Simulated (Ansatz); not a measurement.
# C: the cost of one run

Code: Ansatz 0.2.0. PAW datasets, plane waves. Calculated at 0 K for a non-magnetic cell.

## 1. The cell

The unstrained cell was relaxed with r2SCAN; in each strained cell the atoms were relaxed again with r2SCAN. Names of k-points are those of the unstrained zone, where strain can split equivalent points. First state: +5.0 % shear in the xy plane.

It is monoclinic, P2_1/m (No. 11); conventional cell a = 2.449 Å, b = 4.169 Å, c = 2.504 Å, β = 117.8°, 5.65 Å³ an atom. Around C lie 4 C at 1.51–1.56 Å.

The structure in full:

Space group P2_1/m (No. 11). a = 2.449 Å, b = 4.169 Å, c = 2.504 Å, α = 90.00°, β = 117.84°, γ = 90.00°
```json
{"atom": "C", "site": "4f", "symmetry": "1", "x": "0.3330", "y": "0.5628", "z": "0.6673"}
```

From earlier runs on the unstrained cell: PBE 3.32 eV, r2SCAN 3.60 eV, HSE06 4.38 eV; a = 2.503 Å, c = 4.169 Å.

## 2. +5.0 % shear in the xy plane: PBE

The input, input.yaml:

```yaml
crystal:
  lattice:
    - [2.5031953718, 0.0625798843, 0.0]
    - [-1.1974019163, 2.1365408404, 0.0]
    - [0.0, 0.0, 4.1688692921]
  atoms:
    - { symbol: C, position: [0.3326927279, 0.6670336182, 0.000292076] }
    - { symbol: C, position: [0.6673072721, 0.3329663818, 0.500292076] }
    - { symbol: C, position: [0.3326927279, 0.6670336182, 0.374707924] }
    - { symbol: C, position: [0.6673072721, 0.3329663818, 0.874707924] }
kpoints:
  mp_grid: { grid: [12, 12, 6] }
  band_path:
    path:
      - [0.0, 0.0, 0.0]
      - [0.5, 0.0, 0.0]
      - [0.3333333333, 0.3333333333, 0.0]
      - [0.0, 0.0, 0.5]
      - [0.5, 0.0, 0.5]
      - [0.3333333333, 0.3333333333, 0.5]
      - [0.333333, 0.338542, 0.0]
    npoints: 1
hamiltonian:
  xc: pbe
scf:
  occupations: { method: fermi_dirac, width: 0.02 }
  n_extra_bands: 5
output:
  forces: true
  stress: true
  eigenvalues: true
  write_density: true
  write_potential: true
  elf: true
  volumetric_format: npy
```

Command:

```console
> ansatz run input.yaml --threads 2 --pin off --max-ram 2211MiB --backend cpu --events-out ev --progress --plain --runs-dir out
```

What time and memory should one allow on 2 threads of Arm Neoverse V1, shared host?

About 3.4 s, with a peak of 0.3 GiB.
